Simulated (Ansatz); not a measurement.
# BN: stiffness from a series of strains

```xyz
2
Lattice="0.0000 1.8075 1.8075 1.8075 0.0000 1.8075 1.8075 1.8075 0.0000" Properties=species:S:1:pos:R:3 pbc="T T T"
B     0.0000    0.0000    0.0000
N     2.7113    2.7113    2.7113
```

Atoms are numbered in the order listed.

The cell comes from COD entry 9008834, which wasn't checked; take it as a given geometry.

Method: DFT, PBEsol, all-electron LAPW, scalar-relativistic in Ansatz 0.2.0.

Settings: a Γ-centred 13×13×13 k mesh, Fermi–Dirac smearing of 0.03 eV, basis error target 1 meV/atom, no spin polarisation.

The strain is applied along the Cartesian axes of the cell as listed (γ is the engineering shear, twice εxy = εyz = εzx). Fractional coordinates are held (clamped ions).

σ is the change of stress from the unstrained cell, which is at -2.93 GPa; tension is positive, so slopes are stress–strain coefficients at that pressure.

Only quantities that a quadratic follows smoothly over the whole series are listed; rougher ones are left out.

| γ | σxy (GPa) |
| --- | --- |
| -0.0300 | -13.97 |
| -0.0200 | -9.21 |
| -0.0100 | -4.55 |
| 0.0000 | 0.00 |
| 0.0200 | 8.83 |
| 0.0300 | 13.12 |

Question: Fit the series and read off the stiffness at zero strain.

Answer: Least-squares fits y = p0 + p1 x + p2 x² to the rows give σxy (GPa): p1 = 451, p2 = -480. So C44 (clamped ions) = 451 GPa.

Question: One run, at γ = 0.0100, is withheld. Predict its row.

Answer: The fits give 4.47; the run gave 4.46.
